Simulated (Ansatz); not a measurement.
Rh (simple cubic): energy against volume

Computed with DFT, PBE, plane waves (420 eV) with PAW, scalar-relativistic in Ansatz.

The cell is scaled uniformly from the relaxed one, with fractional coordinates and shape fixed. Energies are extrapolated to zero smearing, pressures are those at the given smearing. Magnetic state: spin not included.

A Birch-Murnaghan fit gives V₀ = 16.29 Å³/atom, B₀ = 184 GPa, B₀′ = 5.1.

Task: What are the energy above the minimum and the pressure at 15.028 Å³/atom?

Result: 65.5 meV/atom and 18.52 GPa as computed.

Task: What are the energy above the minimum and the pressure at 15.682 Å³/atom?

Result: 13.8 meV/atom and 8.07 GPa as computed.

Task: What are the energy above the minimum and the pressure at 18.295 Å³/atom?

Result: 112.4 meV/atom and -15.45 GPa as computed.
